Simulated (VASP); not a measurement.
# Bi (P6_3/mmc) in VASP: notebook

Runs on Bi. Level: PBEsol. Tasks: single point.

Program: VASP 6.6.1. These are calculated values, not measurements. Logs are shortened: lines on timing, memory, paths and dates and some standing lists are left out, and cuts for length are marked.

**1. The structure**

It takes space group P6_3/mmc (No. 194, hexagonal). The conventional cell has a = 3.485 Å, b = 3.485 Å, c = 5.715 Å, α = 90.00°, β = 90.00°, γ = 120.00°. Bi (site symmetry -6m2) is surrounded by 12 Bi at 3.49 to 3.50 Å.

This isn't the form of Bi at room conditions, which is rhombohedral.

**2. Single point, PBEsol**

The input, INCAR:

```
ALGO = Normal
EDIFF = 1E-6
ENCUT = 520
GGA = PS
ISIF = 2
ISMEAR = -1
LASPH = True
LCHARG = True
LELF = True
LREAL = False
LVHAR = True
LWAVE = False
NBANDS = 22
NELM = 80
PREC = Accurate
SIGMA = 0.1
```

The input, KPOINTS:

```
k-points
0
Gamma
  17 17 9
```

The input, POSCAR:

```
Bi
1.0
    3.4853604170      0.0000000000      0.0000000000
   -1.7426802085      3.0184106625      0.0000000000
    0.0000000000      0.0000000000      5.7153598416
Bi
2
Direct
    0.3333333333      0.6666666667      0.2500000000
    0.6666666667      0.3333333333      0.7500000000
```

Potentials or basis: VASP PAW PBE potentials, release 64 (Bi_d).

Launch:

```bash
cat potpaw_PBE.64/Bi_d/POTCAR > POTCAR
mpirun -np 1 vasp_std > vasp.out
```

OUTCAR:

```text
EDIFF = 1E-6
   ENCUT = 520
   GGA = PS
   ISIF = 2
   ISMEAR = -1
   LASPH = True
   LREAL = False
   NELM = 80
   PREC = Accurate

 ion  position               nearest neighbor table
   1  0.333  0.667  0.250-   2 3.50   2 3.50   2 3.50   2 3.50   2 3.50   2 3.50
   2  0.667  0.333  0.750-   1 3.50   1 3.50   1 3.50   1 3.50   1 3.50   1 3.50

  LATTYP: Found a hexagonal cell.
 ALAT       =     3.4853604170
 C/A-ratio  =     1.6398188875

  Lattice vectors:

 A1 = (   3.4853604170,   0.0000000000,   0.0000000000)
 A2 = (  -1.7426802085,   3.0184106625,   0.0000000000)
 A3 = (   0.0000000000,   0.0000000000,   5.7153598416)

Analysis of symmetry for initial positions (statically):
=====================================================================
 Subroutine PRICEL returns:
 Original cell was already a primitive cell.

 Routine SETGRP: Setting up the symmetry group for a
 hexagonal supercell.

 Subroutine GETGRP returns: Found 24 space group operations
 (whereof 12 operations were pure point group operations)
 out of a pool of 24 trial point group operations.

The static configuration has the point symmetry D_3d.
 The point group associated with its full space group is D_6h.

Analysis of symmetry for dynamics (positions and initial velocities):
=====================================================================
 Subroutine PRICEL returns:
 Original cell was already a primitive cell.

 Routine SETGRP: Setting up the symmetry group for a
 hexagonal supercell.

 Subroutine GETGRP returns: Found 24 space group operations
 (whereof 12 operations were pure point group operations)
 out of a pool of 24 trial point group operations.

The dynamic configuration has the point symmetry D_3d.
 The point group associated with its full space group is D_6h.

 Subroutine INISYM returns: Found 24 space group operations
 (whereof 12 operations are pure point group operations),
 and found     1 'primitive' translations

----------------------------------------------------------------------------------------

                                     Primitive cell

  volume of cell :      60.1270

  direct lattice vectors                    reciprocal lattice vectors
     3.485360417  0.000000000  0.000000000     0.286914373  0.165650091  0.000000000
    -1.742680208  3.018410663  0.000000000     0.000000000  0.331300181  0.000000000
     0.000000000  0.000000000  5.715359842     0.000000000  0.000000000  0.174967111

  length of vectors
     3.485360417  3.485360417  5.715359842     0.331300181  0.331300181  0.174967111

  position of ions in fractional coordinates (direct lattice)
     0.333333333  0.666666667  0.250000000
     0.666666667  0.333333333  0.750000000

  ion indices of the primitive-cell ions
   primitive index   ion index
                 1           1
                 2           2

----------------------------------------------------------------------------------------

 KPOINTS: k-points

Automatic generation of k-mesh.
 Grid dimensions read from file:
 generate k-points for:   17   17    9

 Generating k-lattice:

  Cartesian coordinates                     Fractional coordinates (reciprocal lattice)
     0.016877316  0.009744123  0.000000000     0.058823529 -0.000000000  0.000000000
     0.000000000  0.019488246  0.000000000     0.000000000  0.058823529  0.000000000
     0.000000000  0.000000000  0.019440790     0.000000000  0.000000000  0.111111111

  Length of vectors
     0.019488246  0.019488246  0.019440790

  Shift w.r.t. Gamma in fractional coordinates (k-lattice)
     0.000000000  0.000000000  0.000000000

 Subroutine IBZKPT returns following result:
 ===========================================

 Found    165 irreducible k-points:

 Following reciprocal coordinates:
            Coordinates               Weight
  0.000000  0.000000  0.000000      1.000000
  0.058824 -0.000000  0.000000      6.000000
  0.117647 -0.000000  0.000000      6.000000
  0.176471  0.000000  0.000000      6.000000
  0.235294 -0.000000  0.000000      6.000000
  0.294118  0.000000  0.000000      6.000000
[... 16 lines left out ...]
  0.411765  0.117647  0.000000     12.000000
  0.176471  0.176471  0.000000      6.000000
 [... further k-points ...]
   k-points           NKPTS =    165   k-points in BZ     NKDIM =    165   number of bands    NBANDS=     22
   number of dos      NEDOS =    301   number of ions     NIONS =      2
   total plane-waves  NPLWV =  37632
   dimension x,y,z NGX =    28 NGY =   28 NGZ =   48
   dimension x,y,z NGXF=    56 NGYF=   56 NGZF=   96
   ions per type =               2
   NGX,Y,Z   is equivalent  to a cutoff of  13.36, 13.36, 13.96 a.u.
   NGXF,Y,Z  is equivalent  to a cutoff of  26.71, 26.71, 27.92 a.u.
 SYSTEM =  unknown system
   PREC   = accura    normal or accurate (medium, high low for compatibility)
   ISTART =      0    job   : 0-new  1-cont  2-samecut
   ICHARG =      2    charge: 1-file 2-atom 10-const
   ISPIN  =      1    spin polarized calculation?
   LNONCOLLINEAR =      F non collinear calculations
   LSORBIT =      F    spin-orbit coupling
   LASPH  =      T    aspherical Exc in radial PAW
   ENCUT  =  520.0 eV  38.22 Ry    6.18 a.u.   6.48  6.48 10.63*2*pi/ulx,y,z
   NELM   =     80;   NELMIN=  2; NELMDL= -5     # of ELM steps
   EDIFF  = 0.1E-05   stopping-criterion for ELM
   LREAL  =      F    real-space projection
   EDIFFG = 0.1E-04   stopping-criterion for IOM
   NSW    =      0    number of steps for IOM
   IBRION =     -1    ionic relax: 0-MD 1-quasi-New 2-CG
   NFREE  =      0    steps in history (QN), initial steepest desc. (CG)
   ISIF   =      2    stress and relaxation
   ISYM   =      2    0-nonsym 1-usesym 2-fastsym
   POTIM  = 0.5000    time-step for ionic-motion
   TEBEG  =    0.0;   TEEND  =   0.0 temperature during run
   PSTRESS=    0.0 pullay stress
   NELECT =      30.0000    total number of electrons
   NUPDOWN=      -1.0000    fix difference up-down
   EMIN   =  10.00;   EMAX   =-10.00  energy-range for DOS
   EFERMI =   0.00;   METHOD = LEGACY
   ISMEAR =    -1;   SIGMA  =   0.10  broadening in eV -4-tet -1-fermi 0-gaus
   EFERMI_NEDOS =   21; number of points for ismear=-14 and -15
   IALGO  =     38    algorithm
   IMIX   =      4    mixing-type and parameters
     AMIX     =   0.40;   BMIX     =  1.00
     AMIX_MAG =   1.60;   BMIX_MAG =  1.00
  volume/ion in A,a.u.               =      30.06       202.88
  Fermi-wavevector in a.u.,A,eV,Ry     =   1.298450  2.453716 22.939063  1.685974
  Thomas-Fermi vector in A             =   2.429778
   LORBIT       =      0    0 simple, 1 ext, 2 COOP (PROOUT), +10 PAW based schemes
   GGA     = PS    functional components
   LHFCALC =     F    Hartree Fock is set to
   AEXX    =    0.0000 exact exchange contribution
   IVDW    =     0    specifies the selected vdW correction
   LEPSILON=     F    determine dielectric tensor
   LRPA    =     F    only Hartree local field effects (RPA)
 non-spin polarized calculation
  energy-cutoff  :      520.00
  volume of cell :       60.13
 maximum number of plane-waves:      1653
 NGX is ok and might be reduce to    28
   NGX = 13   NGY = 13   NGZ = 21

 number of electron      30.0000000 magnetization

 Free energy of the ion-electron system (eV)
  ---------------------------------------------------
  ext. energy  EPLUGINS =         0.00000000
  ---------------------------------------------------
  free energy    TOTEN  =        -8.43804229 eV

  energy without entropy =       -8.39750961  energy(sigma->0) =       -8.41777595

 E-fermi :   8.2798     XC(G=0): -10.6058

 val. band max:        8.2525322950   @ k =   0.1176   0.1176   0.2222
 cond. band min:       8.2859845632   @ k =   0.4706   0.0588   0.0000
 fundamental gap:      0.0334522681
 Fermi energy:         8.2798330436

 k-point     1 :       0.0000    0.0000    0.0000
  band No.  band energies     occupation
      1     -14.7695      2.00000
      2     -14.7616      2.00000
      3     -14.7462      2.00000
      4     -14.7462      2.00000
      5     -14.7363      2.00000
      6     -14.7363      2.00000
[... 14 lines left out ...]
     21      18.2397      0.00000
     22      18.8945      0.00000

 k-point     2 :       0.0588   -0.0000    0.0000
  band No.  band energies     occupation
      1     -14.7693      2.00000
      2     -14.7611      2.00000
      3     -14.7440      2.00000
      4     -14.7413      2.00000
      5     -14.7344      2.00000
      6     -14.7313      2.00000
[... 14 lines left out ...]
     21      18.1365      0.00000
     22      18.5005      0.00000

 k-point     3 :       0.1176   -0.0000    0.0000
  band No.  band energies     occupation
      1     -14.7742      2.00000
      2     -14.7563      2.00000
      3     -14.7395      2.00000
      4     -14.7271      2.00000
      5     -14.7253      2.00000
      6     -14.7198      2.00000
[... 14 lines left out ...]
     21      17.7228      0.00000
     22      18.3150      0.00000

 k-point     4 :       0.1765    0.0000    0.0000
  band No.  band energies     occupation
      1     -14.7853      2.00000
      2     -14.7454      2.00000
      3     -14.7387      2.00000
      4     -14.7291      2.00000
      5     -14.7251      2.00000
      6     -14.7055      2.00000
[... 14 lines left out ...]
     21      17.6595      0.00000
     22      18.2503      0.00000

 k-point     5 :       0.2353   -0.0000    0.0000
  band No.  band energies     occupation
      1     -14.7984      2.00000
      2     -14.7434      2.00000
      3     -14.7408      2.00000
      4     -14.7330      2.00000
      5     -14.7278      2.00000
      6     -14.6807      2.00000
[... 417 lines left out ...]
 k-point    22 :       0.3529    0.1176    0.0000
  band No.  band energies     occupation
      1     -14.8096      2.00000
      2     -14.7832      2.00000
      3     -14.7450      2.00000
      4     -14.7375      2.00000
      5     -14.6902      2.00000
      6     -14.6839      2.00000
[... 14 lines left out ...]
     21      18.4004      0.00000
     22      19.1216      0.00000

 k-point    23 :       0.4118    0.1176    0.0000
  band No.  band energies     occupation
      1     -14.8136      2.00000
      2     -14.7886      2.00000
      3     -14.7456      2.00000
      4     -14.7380      2.00000
      5     -14.6887      2.00000
      6     -14.6814      2.00000
[... 14 lines left out ...]
     21      18.3413      0.00000
     22      19.5508      0.00000

 k-point    24 :       0.1765    0.1765    0.0000
  band No.  band energies     occupation
      1     -14.7677      2.00000
      2     -14.7630      2.00000
      3     -14.7596      2.00000
      4     -14.7388      2.00000
      5     -14.7021      2.00000
      6     -14.6975      2.00000
[... 14 lines left out ...]
     21      17.3129      0.00000
     22      17.9047      0.00000

 [... further k-points ...]

------------------------ aborting loop because EDIFF is reached ----------------------------------------

  FORCE on cell =-STRESS in cart. coord.  units (eV):
  Direction    XX          YY          ZZ          XY          YZ          ZX
  --------------------------------------------------------------------------------------
  -------------------------------------------------------------------------------------
  Total       -0.0230332     -0.0230332      0.1111294     -0.0000000      0.0000000      0.0000000
  in kB       -0.6137566     -0.6137566      2.9612151     -0.0000000      0.0000000      0.0000000
  external PRESSURE =       0.5779006 kB  Pullay stress =       0.0000000 kB

 VOLUME and BASIS-vectors are now :
 -----------------------------------------------------------------------------
  energy-cutoff  :      520.00
  volume of cell :       60.13
      direct lattice vectors                 reciprocal lattice vectors
     3.485360417  0.000000000  0.000000000     0.286914373  0.165650091  0.000000000
    -1.742680208  3.018410663  0.000000000     0.000000000  0.331300181  0.000000000
     0.000000000  0.000000000  5.715359842     0.000000000  0.000000000  0.174967111

 POSITION                                       TOTAL-FORCE (eV/Angst)
 -----------------------------------------------------------------------------------
     -0.00000      2.01227      1.42884         0.000000     -0.000000      0.000000
      1.74268      1.00614      4.28652        -0.000000      0.000000      0.000000
 -----------------------------------------------------------------------------------
    total drift:                               -0.000000      0.000000      0.000000

  FREE ENERGIE OF THE ION-ELECTRON SYSTEM (eV)
  ---------------------------------------------------
  free  energy   TOTEN  =        -8.4380422925 eV

  energy  without entropy=       -8.3975096101  energy(sigma->0) =       -8.41777595
```

It took 4.3 min on 1 thread of Intel Xeon Platinum 8375C at 2.90GHz (Ice Lake), shared host; peak memory 0.3 GiB.

What came out:

```yaml
Free_energy: -8.4380 eV
Pressure: 0.1 GPa
Band_gap_on_the_k_mesh: none (metal or under the smearing width)
```

Caveat: the PAW data sets were made with another functional, which shifts forces and pressure a little; spin-orbit coupling is left out, which moves the levels of the heavy elements.

**3. Single point, PBEsol**

This run uses another cell than the first one, of 31.27 Å³/atom, 1.040 times its volume.

The input, INCAR:

```
SYSTEM = Bi
  ALGO = Fast
  EDIFF = 1E-6
  ENCUT = 520
  GGA = PS
  ISIF = 2
  ISMEAR = -1
  LASPH = .True.
  LCHARG = .False.
  LREAL = .False.
  LWAVE = .False.
  NBANDS = 22
  NELM = 60
  PREC = Accurate
  SIGMA = 0.1
```

The input, KPOINTS:

```
k-points
0
Gamma
  12 12 6
  0 0 0
```

The input, POSCAR:

```
Bi
1.0
    3.5312256822      0.0000000000      0.0000000000
   -1.7656128411      3.0581311473      0.0000000000
    0.0000000000      0.0000000000      5.7905705698
Bi
2
Direct
    0.3333333333      0.6666666667      0.2500000000
    0.6666666667      0.3333333333      0.7500000000
```

Potentials or basis: VASP PAW PBE potentials, release 64 (Bi_d).

Launch:

```bash
cat potpaw_PBE.64/Bi_d/POTCAR > POTCAR
mpirun -np 1 vasp_std > vasp.out
```

OUTCAR:

```text
SYSTEM = Bi
   EDIFF = 1E-6
   ENCUT = 520
   GGA = PS
   ISIF = 2
   ISMEAR = -1
   LASPH = .True.
   LREAL = .False.
   NELM = 60
   PREC = Accurate

 ion  position               nearest neighbor table
   1  0.333  0.667  0.250-   2 3.54   2 3.54   2 3.54   2 3.54   2 3.54   2 3.54
   2  0.667  0.333  0.750-   1 3.54   1 3.54   1 3.54   1 3.54   1 3.54   1 3.54

  LATTYP: Found a hexagonal cell.
 ALAT       =     3.5312256822
 C/A-ratio  =     1.6398188875

  Lattice vectors:

[... 791 lines left out ...]
------------------------ aborting loop because EDIFF is reached ----------------------------------------

  FORCE on cell =-STRESS in cart. coord.  units (eV):
  Direction    XX          YY          ZZ          XY          YZ          ZX
  --------------------------------------------------------------------------------------
  -------------------------------------------------------------------------------------
  Total       -1.0248362     -1.0248362     -0.6772893      0.0000000     -0.0000000      0.0000000
  in kB      -26.2580265    -26.2580265    -17.3532911      0.0000000     -0.0000000      0.0000000
  external PRESSURE =     -23.2897814 kB  Pullay stress =       0.0000000 kB

 VOLUME and BASIS-vectors are now :
 -----------------------------------------------------------------------------
  energy-cutoff  :      520.00
  volume of cell :       62.53
      direct lattice vectors                 reciprocal lattice vectors
     3.531225682  0.000000000  0.000000000     0.283187791  0.163498547  0.000000000
    -1.765612841  3.058131147  0.000000000     0.000000000  0.326997095  0.000000000
     0.000000000  0.000000000  5.790570570     0.000000000  0.000000000  0.172694554

 POSITION                                       TOTAL-FORCE (eV/Angst)
 -----------------------------------------------------------------------------------
     -0.00000      2.03875      1.44764         0.000000      0.000000      0.000000
      1.76561      1.01938      4.34293        -0.000000      0.000000      0.000000
 -----------------------------------------------------------------------------------
    total drift:                                0.000000     -0.000000      0.000000

  FREE ENERGIE OF THE ION-ELECTRON SYSTEM (eV)
  ---------------------------------------------------
  free  energy   TOTEN  =        -8.4358346078 eV

  energy  without entropy=       -8.3991263044  energy(sigma->0) =       -8.41748046
```

stdout:

```text
POSCAR found type information on POSCAR Bi
 POSCAR found :  1 types and       2 ions
 scaLAPACK will be used
 -----------------------------------------------------------------------------
|                                                                             |
|                                                                             |
|     You enforced a specific xc type in the INCAR file but a different       |
|     I HOPE YOU KNOW WHAT YOU ARE DOING!                                     |
|                                                                             |
 -----------------------------------------------------------------------------

 LDA part: xc-table for (Slater+PW92), standard interpolation
 POSCAR, INCAR and KPOINTS ok, starting setup
 FFT: planning ... GRIDC
 FFT: planning ... GRID_SOFT
 FFT: planning ... GRID
 WAVECAR not read
 entering main loop
WARNING in EDDRMM: call to ZHEGV failed, returncode =   6  3     21
```

Run time: 2.7 min. Hardware: 1 thread of Intel Xeon Platinum 8375C at 2.90GHz (Ice Lake), shared host; peak memory 0.23 GiB.

What came out:

* Free energy: -8.4358 eV
* Pressure: -2.3 GPa
* Band gap on the k mesh: none (metal or under the smearing width)

Caveat: the PAW data sets were made with another functional, which shifts forces and pressure a little; spin-orbit coupling is left out, which moves the levels of the heavy elements.
